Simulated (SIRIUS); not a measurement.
MgS (Niningerite) under changes of volume

One of the cells (17.609 Å³/atom); the others are scaled copies at fixed shape and fractional positions:

```
S Mg
1.0
     0.00000    2.60165    2.60165
     2.60165    0.00000    2.60165
     2.60165    2.60165    0.00000
S Mg
1 1
Direct
  0.50000 0.50000 0.50000
  0.00000 0.00000 0.00000
```

* Program: SIRIUS 7.12.0
* Functional: PBEsol
* Potentials or basis: all-electron FP-LAPW
* Cutoff: 158 eV
* Basis: apw+lo standard
* k mesh: 9 × 9 × 9
* Occupations: fermi-dirac, width 0.05 eV
* Spin: no spin polarisation

```tsv
volume (Å³/atom)	energy over the lowest point (meV/atom)	gap on the mesh (eV)
16.553	10.35	2.96
16.905	3.13	2.92
17.257	0.00	2.88
17.609	0.49	2.84
17.962	4.13	2.80
18.314	?	?
18.666	20.12	2.71
```

Q: What does the run at 18.314 Å³/atom give?

A: Energy over the lowest point 10.78 meV/atom; gap on the mesh 2.76 eV.

Worked out: A Birch-Murnaghan fit of order 3 (a polynomial in V^(-2/3)) to the other rows has its minimum at 17.39 Å³/atom with B0 = V·E''(V) = 78 GPa and B' = 4.2. It gives 10.82 meV/atom at 18.314 Å³/atom, against the run's 10.78. A straight line through the other rows of the gap, of slope -2.07 eV per unit of ln V, gives 2.76 eV, against the run's 2.76.

Energies are extrapolated to zero smearing.

Caveats: an odd mesh through Γ misses points on the zone boundary, where band edges often lie.
